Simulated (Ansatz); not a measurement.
# MnSb under changes of volume

One of the cells (21.552 Å³/atom); the others are scaled copies at fixed shape and fractional positions:

```xyz
4
Lattice="4.1500 0.0000 0.0000 -2.0750 3.5940 0.0000 0.0000 0.0000 5.7800" Properties=species:S:1:pos:R:3 pbc="T T T"
Sb    2.0750    1.1980    4.3350
Sb    0.0000    2.3960    1.4450
Mn    0.0000    0.0000    2.8900
Mn    0.0000    0.0000    0.0000
```

* Program: Ansatz 0.2.0
* Functional: PBE
* Potentials or basis: PseudoDojo standard (PBE files)
* Cutoff: 1306 eV
* Density cutoff: 5225 eV
* k mesh: 7 × 7 × 5
* Occupations: fermi-dirac, width 0.05 eV
* Spin: collinear spin, ferromagnetic start
* Starting moments: [0.0, 0.0, 4.0, 4.0] μB

```csv
volume (Å³/atom),energy over the lowest point (meV/atom),pressure (GPa),moment (μB per cell)
20.259,1.03,1.0,6.49
20.690,0.00,-0.2,6.62
21.121,2.22,-1.3,6.74
21.552,7.13,-2.3,6.87
21.983,?,?,?
22.414,23.58,-3.9,7.10
22.845,34.95,-4.7,7.19
```

What does the run at 21.983 Å³/atom give?

Energy over the lowest point 14.29 meV/atom; pressure -3.1 GPa; moment 6.99 μB per cell.

Worked out: A Birch-Murnaghan fit of order 3 (a polynomial in V^(-2/3)) to the other rows has its minimum at 20.60 Å³/atom with B0 = V·E''(V) = 56 GPa and B' = 4.8 at fixed shape and positions, which overstates the stiffness. It gives 14.29 meV/atom at 21.983 Å³/atom, against the run's 14.29, and -dE/dV = -3.1 GPa, against -3.1. A parabola through the other rows of the moment, of slope 0.26 μB per Å³/atom there, gives 6.98 μB, against the run's 6.99.

Energies are extrapolated to zero smearing.

Caveats: only a ferromagnetic start was run, and an antiferromagnetic order may lie lower in energy.
